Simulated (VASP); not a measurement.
# Hg (C2/m) in VASP: further runs, part 2 of 2

VASP 6.6.1. Earlier steps stand in the parts before.

## (3) Single point, PBE

The input, INCAR:

```
SYSTEM = Hg
PREC = Accurate
ENCUT = 520
EDIFF = 1E-7
ISMEAR = 1
SIGMA = 0.1
LREAL = .FALSE.
LASPH = .TRUE.
NELM = 100
ALGO = Normal
ISIF = 2
LWAVE = .FALSE.
LCHARG = .TRUE.
GGA = PE
LELF = .TRUE.
LVHAR = .TRUE.
NBANDS = 12
```

The input, KPOINTS:

```
Automatic mesh
0
G
  9 9 9
  0 0 0
```

The input, POSCAR:

```
Hg
1.0
    2.1243180000     -2.6725820000      0.0000000000
    2.1243180000      2.6725820000      0.0000000000
   -2.1151290000      0.0000000000      2.8921990000
Hg
1
Direct
    0.0000000000      0.0000000000      0.0000000000
```

Potentials or basis: VASP PAW PBE potentials, release 64 (Hg).

On the command line:

```sh
$ cat potpaw_PBE.64/Hg/POTCAR > POTCAR
$ mpirun -np 1 vasp_std > vasp.out
```

OUTCAR:

```text
SYSTEM = Hg
   PREC = Accurate
   ENCUT = 520
   EDIFF = 1E-7
   ISMEAR = 1
   LREAL = .FALSE.
   LASPH = .TRUE.
   NELM = 100
   ISIF = 2
   GGA = PE

 ion  position               nearest neighbor table
   1  0.000  0.000  0.000-

  LATTYP: Found a base centered monoclinic cell.
 ALAT       =     4.2486360000
 B/A-ratio  =     1.2580894198
 C/A-ratio  =     0.8433523671
 COS(beta)  =    -0.5903074535

  Lattice vectors:

 A1 = (   2.1243180000,  -2.6725820000,   0.0000000000)
 A2 = (   2.1243180000,   2.6725820000,   0.0000000000)
 A3 = (  -2.1151290000,   0.0000000000,   2.8921990000)

Analysis of symmetry for initial positions (statically):
=====================================================================
 Subroutine PRICEL returns:
 Original cell was already a primitive cell.

 Routine SETGRP: Setting up the symmetry group for a
 base centered monoclinic supercell.

 Subroutine GETGRP returns: Found  4 space group operations
 (whereof  4 operations were pure point group operations)
 out of a pool of  4 trial point group operations.

The static configuration has the point symmetry C_2h.

Analysis of symmetry for dynamics (positions and initial velocities):
=====================================================================
 Subroutine PRICEL returns:
 Original cell was already a primitive cell.

 Routine SETGRP: Setting up the symmetry group for a
 base centered monoclinic supercell.

 Subroutine GETGRP returns: Found  4 space group operations
 (whereof  4 operations were pure point group operations)
 out of a pool of  4 trial point group operations.

The dynamic configuration has the point symmetry C_2h.

 Subroutine INISYM returns: Found  4 space group operations
 (whereof  4 operations are pure point group operations),
 and found     1 'primitive' translations

----------------------------------------------------------------------------------------

                                     Primitive cell

  volume of cell :      32.8404

  direct lattice vectors                    reciprocal lattice vectors
     2.124318000 -2.672582000  0.000000000     0.235369657 -0.187084999  0.172131028
     2.124318000  2.672582000  0.000000000     0.235369657  0.187084999  0.172131028
    -2.115129000  0.000000000  2.892199000     0.000000000  0.000000000  0.345757674

  length of vectors
     3.414003736  3.414003736  3.583097228     0.346451675  0.346451675  0.345757674

  position of ions in fractional coordinates (direct lattice)
     0.000000000  0.000000000  0.000000000

  ion indices of the primitive-cell ions
   primitive index   ion index
                 1           1

----------------------------------------------------------------------------------------

 KPOINTS: Automatic mesh

Automatic generation of k-mesh.
 Grid dimensions read from file:
 generate k-points for:    9    9    9

 Generating k-lattice:

  Cartesian coordinates                     Fractional coordinates (reciprocal lattice)
     0.026152184 -0.020787222  0.019125670     0.111111111  0.000000000  0.000000000
     0.026152184  0.020787222  0.019125670     0.000000000  0.111111111  0.000000000
     0.000000000  0.000000000  0.038417519     0.000000000  0.000000000  0.111111111

  Length of vectors
     0.038494631  0.038494631  0.038417519

  Shift w.r.t. Gamma in fractional coordinates (k-lattice)
     0.000000000  0.000000000  0.000000000

 Subroutine IBZKPT returns following result:
 ===========================================

 Found    205 irreducible k-points:

 Following reciprocal coordinates:
            Coordinates               Weight
  0.000000  0.000000  0.000000      1.000000
  0.111111 -0.000000 -0.000000      4.000000
  0.222222  0.000000  0.000000      4.000000
  0.333333  0.000000 -0.000000      4.000000
  0.444444  0.000000  0.000000      4.000000
  0.111111  0.111111 -0.000000      2.000000
[... 16 lines left out ...]
 -0.333333  0.333333  0.000000      2.000000
  0.444444  0.444444  0.000000      2.000000
 [... further k-points ...]
   k-points           NKPTS =    205   k-points in BZ     NKDIM =    205   number of bands    NBANDS=     12
   number of dos      NEDOS =    301   number of ions     NIONS =      1
   total plane-waves  NPLWV =  21952
   dimension x,y,z NGX =    28 NGY =   28 NGZ =   28
   dimension x,y,z NGXF=    56 NGYF=   56 NGZF=   56
   ions per type =               1
   NGX,Y,Z   is equivalent  to a cutoff of  13.63, 13.63, 12.99 a.u.
   NGXF,Y,Z  is equivalent  to a cutoff of  27.27, 27.27, 25.98 a.u.
 SYSTEM =  Hg
   PREC   = accura    normal or accurate (medium, high low for compatibility)
   ISTART =      0    job   : 0-new  1-cont  2-samecut
   ICHARG =      2    charge: 1-file 2-atom 10-const
   ISPIN  =      1    spin polarized calculation?
   LNONCOLLINEAR =      F non collinear calculations
   LSORBIT =      F    spin-orbit coupling
   LASPH  =      T    aspherical Exc in radial PAW
   ENCUT  =  520.0 eV  38.22 Ry    6.18 a.u.   6.35  6.35  6.66*2*pi/ulx,y,z
   NELM   =    100;   NELMIN=  2; NELMDL= -5     # of ELM steps
   EDIFF  = 0.1E-06   stopping-criterion for ELM
   LREAL  =      F    real-space projection
   EDIFFG = 0.1E-05   stopping-criterion for IOM
   NSW    =      0    number of steps for IOM
   IBRION =     -1    ionic relax: 0-MD 1-quasi-New 2-CG
   NFREE  =      0    steps in history (QN), initial steepest desc. (CG)
   ISIF   =      2    stress and relaxation
   ISYM   =      2    0-nonsym 1-usesym 2-fastsym
   POTIM  = 0.5000    time-step for ionic-motion
   TEBEG  =    0.0;   TEEND  =   0.0 temperature during run
   PSTRESS=    0.0 pullay stress
   NELECT =      12.0000    total number of electrons
   NUPDOWN=      -1.0000    fix difference up-down
   EMIN   =  10.00;   EMAX   =-10.00  energy-range for DOS
   EFERMI =   0.00;   METHOD = LEGACY
   ISMEAR =     1;   SIGMA  =   0.10  broadening in eV -4-tet -1-fermi 0-gaus
   EFERMI_NEDOS =   21; number of points for ismear=-14 and -15
   IALGO  =     38    algorithm
   IMIX   =      4    mixing-type and parameters
     AMIX     =   0.40;   BMIX     =  1.00
     AMIX_MAG =   1.60;   BMIX_MAG =  1.00
  volume/ion in A,a.u.               =      32.84       221.62
  Fermi-wavevector in a.u.,A,eV,Ry     =   1.170395  2.211725 18.637583  1.369824
  Thomas-Fermi vector in A             =   2.306854
   LORBIT       =      0    0 simple, 1 ext, 2 COOP (PROOUT), +10 PAW based schemes
   GGA     = PE    functional components
   LHFCALC =     F    Hartree Fock is set to
   AEXX    =    0.0000 exact exchange contribution
   IVDW    =     0    specifies the selected vdW correction
   LEPSILON=     F    determine dielectric tensor
   LRPA    =     F    only Hartree local field effects (RPA)
 non-spin polarized calculation
 Methfessel and Paxton  Order N= 1 SIGMA  =   0.10
  energy-cutoff  :      520.00
  volume of cell :       32.84
 maximum number of plane-waves:       898
 NGX is ok and might be reduce to    28
   NGX = 13   NGY = 13   NGZ = 13

 number of electron      11.9999998 magnetization

 Free energy of the ion-electron system (eV)
  ---------------------------------------------------
  ext. energy  EPLUGINS =         0.00000000
  ---------------------------------------------------
  free energy    TOTEN  =        -0.17104273 eV

  energy without entropy =       -0.17034747  energy(sigma->0) =       -0.17081097

 E-fermi :   0.6263     XC(G=0):  -9.1003

 val. band max:        0.6228213395   @ k =   0.4444   0.0000   0.4444
 cond. band min:       0.6393985358   @ k =   0.4444   0.4444   0.4444
 fundamental gap:      0.0165771963
 Fermi energy:         0.6262667897

 k-point     1 :       0.0000    0.0000    0.0000
  band No.  band energies     occupation
      1      -6.1772      2.00000
      2      -5.8354      2.00000
      3      -5.6189      2.00000
      4      -5.5935      2.00000
      5      -5.2834      2.00000
      6      -5.1652      2.00000
      7      12.3816      0.00000
      8      12.5744      0.00000
      9      12.9685      0.00000
     10      14.1360      0.00000
     11      14.4217      0.00000
     12      16.5329      0.00000
[... 331 lines left out ...]
 k-point    24 :       0.4444    0.4444    0.0000
  band No.  band energies     occupation
      1      -5.9607      2.00000
      2      -5.8760      2.00000
      3      -5.2553      2.00000
      4      -5.2192      2.00000
      5      -4.8747      2.00000
      6      -0.4697      2.00000
      7       1.0962     -0.00000
      8       6.1473      0.00000
      9       8.1885      0.00000
     10      11.9463      0.00000
     11      13.7114      0.00000
     12      17.9062      0.00000

 [... further k-points ...]

------------------------ aborting loop because EDIFF is reached ----------------------------------------

  FORCE on cell =-STRESS in cart. coord.  units (eV):
  Direction    XX          YY          ZZ          XY          YZ          ZX
  --------------------------------------------------------------------------------------
  -------------------------------------------------------------------------------------
  Total       -0.1387654     -0.0418599     -0.1472722      0.0000000      0.0000000      0.0024837
  in kB       -6.7699141     -2.0422107     -7.1849328      0.0000000      0.0000000      0.1211721
  external PRESSURE =      -5.3323525 kB  Pullay stress =       0.0000000 kB

 VOLUME and BASIS-vectors are now :
 -----------------------------------------------------------------------------
  energy-cutoff  :      520.00
  volume of cell :       32.84
      direct lattice vectors                 reciprocal lattice vectors
     2.124318000 -2.672582000  0.000000000     0.235369657 -0.187084999  0.172131028
     2.124318000  2.672582000  0.000000000     0.235369657  0.187084999  0.172131028
    -2.115129000  0.000000000  2.892199000     0.000000000  0.000000000  0.345757674

 POSITION                                       TOTAL-FORCE (eV/Angst)
 -----------------------------------------------------------------------------------
      0.00000      0.00000      0.00000         0.000000      0.000000      0.000000
 -----------------------------------------------------------------------------------
    total drift:                               -0.000000      0.000000     -0.000000

  FREE ENERGIE OF THE ION-ELECTRON SYSTEM (eV)
  ---------------------------------------------------
  free  energy   TOTEN  =        -0.1710427276 eV

  energy  without entropy=       -0.1703474669  energy(sigma->0) =       -0.17081097
```

stdout:

```text
POSCAR found type information on POSCAR Hg
 POSCAR found :  1 types and       1 ions
 scaLAPACK will be used
 LDA part: xc-table for (Slater+PW92), standard interpolation
 POSCAR, INCAR and KPOINTS ok, starting setup
 FFT: planning ... GRIDC
 FFT: planning ... GRID_SOFT
 FFT: planning ... GRID
 WAVECAR not read
 entering main loop
```

Run time: 51 s. Hardware: 1 thread of Intel Xeon Platinum 8259CL at 2.50GHz (Skylake/Cascade Lake), shared host; peak memory 0.21 GiB.

Results:

| Property | Result |
| --- | --- |
| Free energy | -0.1710 eV |
| Pressure | -0.5 GPa |
| Band gap on the k mesh | none (metal or under the smearing width) |

Levels at points of the mesh, in eV from the Fermi level:
```csv
k point,band 2,band 3,band 4,band 5,band 6,band 7,band 8,band 9,band 10,band 11
"(0.00, 0.00, 0.00)",-6.46,-6.25,-6.22,-5.91,-5.79,11.76,11.95,12.34,13.51,13.80
```

The run has no spin-orbit coupling, so splittings on Hg are missing.
